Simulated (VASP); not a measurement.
# Na (Fm-3m) in VASP: notebook

Runs on Na. Level: PBE. Tasks: single point, relaxation of cell and atoms.

All numbers are computed with VASP 6.6.1; they aren't measurements. Logs are shortened: lines on timing, memory, paths and dates and some standing lists are left out, and cuts for length are marked.

## Step 1: The crystal as given

The structure is cubic, space group Fm-3m (No. 225). Conventional cell: a = 5.056 Å, b = 5.056 Å, c = 5.056 Å, α = 90.00°, β = 90.00°, γ = 90.00°. Na (site symmetry m-3m) has 12 Na at 3.58 Å as nearest neighbours.

This isn't the form of Na at room conditions, which is bcc.

## Step 2: Single point, PBE

INCAR reads:

```
SYSTEM = Na
ALGO = Normal
EDIFF = 1E-7
ENCUT = 520
GGA = PE
ISIF = 2
ISMEAR = -1
LASPH = .True.
LCHARG = .False.
LREAL = .False.
LWAVE = .False.
NBANDS = 10
NELM = 100
PREC = Accurate
SIGMA = 0.08
```

KPOINTS reads:

```
k-points
0
Gamma
  13 13 13
  0 0 0
```

POSCAR reads:

```
Na
1.0
    0.0000000000      2.5279537892      2.5279537892
    2.5279537892      0.0000000000      2.5279537892
    2.5279537892      2.5279537892      0.0000000000
Na
1
Direct
    0.0000000000      0.0000000000      0.0000000000
```

Potentials or basis: VASP PAW PBE potentials, release 64 (Na_pv).

Command:

```
$ cat potpaw_PBE.64/Na_pv/POTCAR > POTCAR
$ mpirun -np 1 vasp_std > vasp.out
```

OUTCAR:

```text
SYSTEM = Na
   EDIFF = 1E-7
   ENCUT = 520
   GGA = PE
   ISIF = 2
   ISMEAR = -1
   LASPH = .True.
   LREAL = .False.
   NELM = 100
   PREC = Accurate

 ion  position               nearest neighbor table
   1  0.000  0.000  0.000-

  LATTYP: Found a face centered cubic cell.
 ALAT       =     5.0559075784

  Lattice vectors:

 A1 = (   0.0000000000,   2.5279537892,   2.5279537892)
 A2 = (   2.5279537892,   0.0000000000,   2.5279537892)
 A3 = (   2.5279537892,   2.5279537892,   0.0000000000)

Analysis of symmetry for initial positions (statically):
=====================================================================
 Subroutine PRICEL returns:
 Original cell was already a primitive cell.

 Routine SETGRP: Setting up the symmetry group for a
 face centered cubic supercell.

 Subroutine GETGRP returns: Found 48 space group operations
 (whereof 48 operations were pure point group operations)
 out of a pool of 48 trial point group operations.

The static configuration has the point symmetry O_h .

Analysis of symmetry for dynamics (positions and initial velocities):
=====================================================================
 Subroutine PRICEL returns:
 Original cell was already a primitive cell.

 Routine SETGRP: Setting up the symmetry group for a
 face centered cubic supercell.

 Subroutine GETGRP returns: Found 48 space group operations
 (whereof 48 operations were pure point group operations)
 out of a pool of 48 trial point group operations.

The dynamic configuration has the point symmetry O_h .

 Subroutine INISYM returns: Found 48 space group operations
 (whereof 48 operations are pure point group operations),
 and found     1 'primitive' translations

----------------------------------------------------------------------------------------

                                     Primitive cell

  volume of cell :      32.3100

  direct lattice vectors                    reciprocal lattice vectors
     0.000000000  2.527953789  2.527953789    -0.197788426  0.197788426  0.197788426
     2.527953789  0.000000000  2.527953789     0.197788426 -0.197788426  0.197788426
     2.527953789  2.527953789  0.000000000     0.197788426  0.197788426 -0.197788426

  length of vectors
     3.575066534  3.575066534  3.575066534     0.342579602  0.342579602  0.342579602

  position of ions in fractional coordinates (direct lattice)
     0.000000000  0.000000000  0.000000000
[... 79 lines left out ...]
   NSW    =      0    number of steps for IOM
   IBRION =     -1    ionic relax: 0-MD 1-quasi-New 2-CG
   NFREE  =      0    steps in history (QN), initial steepest desc. (CG)
   ISIF   =      2    stress and relaxation
   ISYM   =      2    0-nonsym 1-usesym 2-fastsym
   POTIM  = 0.5000    time-step for ionic-motion
   TEBEG  =    0.0;   TEEND  =   0.0 temperature during run
   PSTRESS=    0.0 pullay stress
   NELECT =       7.0000    total number of electrons
   NUPDOWN=      -1.0000    fix difference up-down
   EMIN   =  10.00;   EMAX   =-10.00  energy-range for DOS
   EFERMI =   0.00;   METHOD = LEGACY
   ISMEAR =    -1;   SIGMA  =   0.08  broadening in eV -4-tet -1-fermi 0-gaus
   EFERMI_NEDOS =   21; number of points for ismear=-14 and -15
   IALGO  =     38    algorithm
   IMIX   =      4    mixing-type and parameters
     AMIX     =   0.40;   BMIX     =  1.00
     AMIX_MAG =   1.60;   BMIX_MAG =  1.00
  volume/ion in A,a.u.               =      32.31       218.04
  Fermi-wavevector in a.u.,A,eV,Ry     =   0.983245  1.858063 13.153712  0.966771
  Thomas-Fermi vector in A             =   2.114388
   LORBIT       =      0    0 simple, 1 ext, 2 COOP (PROOUT), +10 PAW based schemes
   GGA     = PE    functional components
   LHFCALC =     F    Hartree Fock is set to
   AEXX    =    0.0000 exact exchange contribution
   IVDW    =     0    specifies the selected vdW correction
   LEPSILON=     F    determine dielectric tensor
   LRPA    =     F    only Hartree local field effects (RPA)
 non-spin polarized calculation
  energy-cutoff  :      520.00
  volume of cell :       32.31
 maximum number of plane-waves:       893
   NGX = 13   NGY = 13   NGZ = 13

 number of electron       6.9999992 magnetization

 Free energy of the ion-electron system (eV)
  ---------------------------------------------------
  ext. energy  EPLUGINS =         0.00000000
  ---------------------------------------------------
  free energy    TOTEN  =        -1.29607298 eV

  energy without entropy =       -1.28501713  energy(sigma->0) =       -1.29054506

 E-fermi :   0.7708     XC(G=0):  -6.8717

 val. band max:        0.6641843604   @ k =   0.3846   0.3846   0.0000
 cond. band min:       0.7915694325   @ k =  -0.3077   0.2308   0.0769
 fundamental gap:      0.1273850721
 Fermi energy:         0.7707556861

 k-point     1 :       0.0000    0.0000    0.0000
  band No.  band energies     occupation
      1     -24.0492      2.00000
      2     -24.0492      2.00000
      3     -24.0492      2.00000
      4      -2.8250      2.00000
      5      12.7081      0.00000
      6      12.7082      0.00000
      7      12.7082      0.00000
      8      13.9170      0.00000
      9      14.7170      0.00000
     10      14.7171      0.00000
[... 287 lines left out ...]
 k-point    24 :       0.4615    0.1538    0.0000
  band No.  band energies     occupation
      1     -24.0989      2.00000
      2     -24.0630      2.00000
      3     -24.0598      2.00000
      4       0.5244      1.91209
      5       3.6035      0.00000
      6       8.9172      0.00000
      7      10.2139      0.00000
      8      11.3286      0.00000
      9      15.5059      0.00000
     10      16.3327      0.00000

 [... further k-points ...]

------------------------ aborting loop because EDIFF is reached ----------------------------------------

  FORCE on cell =-STRESS in cart. coord.  units (eV):
  Direction    XX          YY          ZZ          XY          YZ          ZX
  --------------------------------------------------------------------------------------
  -------------------------------------------------------------------------------------
  Total        0.2701505      0.2701505      0.2701505      0.0000000      0.0000000     -0.0000000
  in kB       13.3961203     13.3961203     13.3961203      0.0000000      0.0000000     -0.0000000
  external PRESSURE =      13.3961203 kB  Pullay stress =       0.0000000 kB

 VOLUME and BASIS-vectors are now :
 -----------------------------------------------------------------------------
  energy-cutoff  :      520.00
  volume of cell :       32.31
      direct lattice vectors                 reciprocal lattice vectors
     0.000000000  2.527953789  2.527953789    -0.197788426  0.197788426  0.197788426
     2.527953789  0.000000000  2.527953789     0.197788426 -0.197788426  0.197788426
     2.527953789  2.527953789  0.000000000     0.197788426  0.197788426 -0.197788426

 POSITION                                       TOTAL-FORCE (eV/Angst)
 -----------------------------------------------------------------------------------
      0.00000      0.00000      0.00000        -0.000000      0.000000     -0.000000
 -----------------------------------------------------------------------------------
    total drift:                               -0.000000     -0.000000     -0.000000

  FREE ENERGIE OF THE ION-ELECTRON SYSTEM (eV)
  ---------------------------------------------------
  free  energy   TOTEN  =        -1.2960729840 eV

  energy  without entropy=       -1.2850171309  energy(sigma->0) =       -1.29054506
```

stdout:

```text
POSCAR found type information on POSCAR Na
 POSCAR found :  1 types and       1 ions
 scaLAPACK will be used
 LDA part: xc-table for (Slater+PW92), standard interpolation
 POSCAR, INCAR and KPOINTS ok, starting setup
 FFT: planning ... GRIDC
 FFT: planning ... GRID_SOFT
 FFT: planning ... GRID
 WAVECAR not read
 entering main loop
```

Run time: 15 s. Hardware: 1 thread of Intel Xeon Platinum 8259CL at 2.50GHz (Skylake/Cascade Lake), shared host; peak memory 0.15 GiB.

What came out:

```yaml
Free_energy: -1.2961 eV
Pressure: 1.3 GPa
Band_gap_on_the_k_mesh: none (metal or under the smearing width)
```

Levels at points of the mesh, in eV from the Fermi level:
```csv
k point,band 1,band 2,band 3,band 4,band 5,band 6,band 7,band 8
"(0.00, 0.00, 0.00)",-24.82,-24.82,-24.82,-3.60,11.94,11.94,11.94,13.15
```

## Step 3: Relaxation of cell and atoms, PBE, target pressure 1.4 GPa, at which the enthalpy is minimised

INCAR reads:

```
SYSTEM = Na
PREC = Accurate
ENCUT = 600
EDIFF = 1E-7
ISMEAR = -1
SIGMA = 0.08
LREAL = .FALSE.
LASPH = .TRUE.
NELM = 100
ALGO = Normal
ISIF = 3
LWAVE = .FALSE.
LCHARG = .FALSE.
GGA = PE
IBRION = 2
NSW = 32
EDIFFG = -0.005
PSTRESS = 14.0
```

KPOINTS reads:

```
Automatic mesh
0
G
  13 13 13
  0 0 0
```

POSCAR is that of step 2.

Potentials or basis: VASP PAW PBE potentials, release 64 (Na_pv).

Command:

```
$ cat potpaw_PBE.64/Na_pv/POTCAR > POTCAR
$ mpirun -np 1 vasp_std > vasp.out
```

OUTCAR:

```text
SYSTEM = Na
   PREC = Accurate
   ENCUT = 600
   EDIFF = 1E-7
   ISMEAR = -1
   LREAL = .FALSE.
   LASPH = .TRUE.
   NELM = 100
   ISIF = 3
   GGA = PE
   IBRION = 2
   NSW = 32
   EDIFFG = -0.005
   PSTRESS = 14.0

 ion  position               nearest neighbor table
   1  0.000  0.000  0.000-

  LATTYP: Found a face centered cubic cell.
 ALAT       =     5.0559075784

  Lattice vectors:
[... 473 lines left out ...]

 [... further k-points ...]

------------------------ aborting loop because EDIFF is reached ----------------------------------------

  FORCE on cell =-STRESS in cart. coord.  units (eV):
  Direction    XX          YY          ZZ          XY          YZ          ZX
  --------------------------------------------------------------------------------------
  -------------------------------------------------------------------------------------
  Total        0.2844364      0.2844364      0.2844364      0.0000000     -0.0000000      0.0000000
  in kB       14.1287011     14.1287011     14.1287011      0.0000000     -0.0000000      0.0000000
  external PRESSURE =       0.1287011 kB  Pullay stress =      14.0000000 kB

 VOLUME and BASIS-vectors are now :
 -----------------------------------------------------------------------------
  energy-cutoff  :      600.00
  volume of cell :       32.25
      direct lattice vectors                 reciprocal lattice vectors
    -0.000000000  2.526511031  2.526511031    -0.197901372  0.197901372  0.197901372
     2.526511031  0.000000000  2.526511031     0.197901372 -0.197901372  0.197901372
     2.526511031  2.526511031 -0.000000000     0.197901372  0.197901372 -0.197901372

 POSITION                                       TOTAL-FORCE (eV/Angst)
 -----------------------------------------------------------------------------------
      2.52651      2.52651      5.05302         0.000000     -0.000000     -0.000000
 -----------------------------------------------------------------------------------
    total drift:                                0.000000     -0.000000      0.000000

  FREE ENERGIE OF THE ION-ELECTRON SYSTEM (eV)
  ---------------------------------------------------
  free  energy   TOTEN  =        -1.2955861715 eV

  energy  without entropy=       -1.2845387077  energy(sigma->0) =       -1.29006244

  enthalpy is  TOTEN    =        -1.0137407103 eV   P V=        0.2818454612

 reached required accuracy - stopping structural energy minimisation
```

OSZICAR:

```text
N       E                     dE             d eps       ncg     rms          rms(c)
DAV:   1     0.218004584787E+02    0.21800E+02   -0.42865E+03  1176   0.984E+02
DAV:   2    -0.870533959896E+00   -0.22671E+02   -0.22655E+02  1218   0.145E+02
DAV:   3    -0.129478974199E+01   -0.42426E+00   -0.42425E+00  1645   0.281E+01
DAV:   4    -0.129741068829E+01   -0.26209E-02   -0.26209E-02  1407   0.198E+00
DAV:   5    -0.129744958809E+01   -0.38900E-04   -0.38900E-04  1687   0.217E-01    0.219E-01
DAV:   6    -0.129663875215E+01    0.81084E-03   -0.55892E-04  1456   0.377E-01    0.144E-01
DAV:   7    -0.129607197941E+01    0.56677E-03   -0.11431E-03  1400   0.467E-01    0.168E-02
DAV:   8    -0.129606647753E+01    0.55019E-05   -0.47666E-05  1407   0.158E-01    0.224E-03
DAV:   9    -0.129606649716E+01   -0.19637E-07   -0.21820E-07  1386   0.661E-03
   1 F= -.10137379E+01 E0= -.10082100E+01  d E =-.101374E+01
       N       E                     dE             d eps       ncg     rms          rms(c)
DAV:   1    -0.129570043388E+01    0.36604E-03   -0.37158E-03  1176   0.140E+00    0.737E-02
DAV:   2    -0.129561526761E+01    0.85166E-04   -0.10457E-04  1176   0.227E-01    0.371E-02
DAV:   3    -0.129558781649E+01    0.27451E-04   -0.49269E-05  1176   0.149E-01    0.373E-03
DAV:   4    -0.129558617447E+01    0.16420E-05   -0.17762E-06  1190   0.319E-02    0.305E-04
DAV:   5    -0.129558617155E+01    0.29173E-08   -0.60379E-09   588   0.186E-03
   2 F= -.10137407E+01 E0= -.10082170E+01  d E =-.279160E-05
```

It took 23 s on 1 thread of Intel Xeon Platinum 8259CL at 2.50GHz (Skylake/Cascade Lake), shared host; peak memory 0.17 GiB.

What came out:

| Quantity | Value |
| --- | --- |
| Free energy | -1.2956 eV |
| Relaxed volume | 32.25 Å³/atom |
| Relaxed cell | a = 3.573 Å, b = 3.573 Å, c = 3.573 Å, α = 60.00°, β = 60.00°, γ = 60.00° |
| Space group after relaxing (to 0.05 Å) | Fm-3m (No. 225) |
| Energy change on relaxing (the enthalpy is what falls) | +0.5 meV/atom |
| Ionic steps | 2 |
| Pressure after relaxing | 1.4 GPa |
| Band gap on the k mesh | none (metal or under the smearing width) |

The path:
```
step  energy change (eV)  largest force (eV/Å)  pressure (GPa)  volume (Å³)
   1              0.0000                0.0000            1.34        32.31
   2              0.0005                0.0000            1.41        32.25
```

Final structure:
```
Na
1.0
     0.00000    2.52651    2.52651
     2.52651    0.00000    2.52651
     2.52651    2.52651    0.00000
Na
1
Direct
  0.00000 0.00000 0.00000
```

Caveat: the cell is relaxed towards a set pressure, so the enthalpy falls and the energy may rise.
